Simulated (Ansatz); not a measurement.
Runs of Ansatz 0.2.0 on CdSe. Symmetry: Fm-3m, No. 225, cubic system. The conventional cell has a = 5.748 Å, b = 5.748 Å, c = 5.748 Å, α = 90.00°, β = 90.00°, γ = 90.00°. Cd (site symmetry m-3m) has 6 Se at 2.87 Å as nearest neighbours. Around Se (site symmetry m-3m) lie 6 Cd at 2.87 Å. Measurements of this composition are mostly on another form, of space group No. 186.

```tsv
task	level	potentials or basis	spin	cell	k mesh	cutoff (eV)	smearing	driver	optimizer	fmax	steps	filter	other keys	gap on the mesh (eV)	pressure (GPa)	moment (μB)	largest force (eV/Å)
single point	PBE0	Ansatz PAW	off	volume scaled by 0.88	5 × 5 × 5	420	fermi-dirac 0.025 eV	chain	-	-	-	-	accuracy = medium	(a)	8.3	-	-
single point	PBE	Ansatz PAW	non-collinear, ferromagnetic start, SOC	atoms moved at random, drawn with an rms of 0.05 Å	6 × 6 × 6	420	fixed	-	-	-	-	-	-	none	-0.3	0.00	0.03
single point	PBE	Ansatz PAW	non-collinear, ferromagnetic start, SOC	atoms moved at random, drawn with an rms of 0.05 Å	6 × 6 × 6	420	fixed	calculator	-	-	-	-	-	none	-0.3	0.00	0.03
relaxation of cell and atoms	PBE+D4	SPMS NC	off	relaxed	6 × 6 × 6	816	fermi-dirac 0.15 eV	calculator	BFGS	0.03	30	FrechetCellFilter	-	-	0.2	-	-
```

Q: Fill in the values left out.

A: (a) 1.53.

Caveats: the thresholds are loose for stress (some runs); the starting moments weren't kept (some runs); odd divisions of the mesh miss points on the zone boundary, where band edges often lie, so the gap on the mesh can be too wide (some runs); the PAW data sets were made with another functional, which shifts forces and pressure a little (some runs).

A k mesh can miss the band edges, and rows without SOC leave out spin-orbit coupling on Cd, Se.

A gap of «none» marks a metal or a gap under the smearing width.
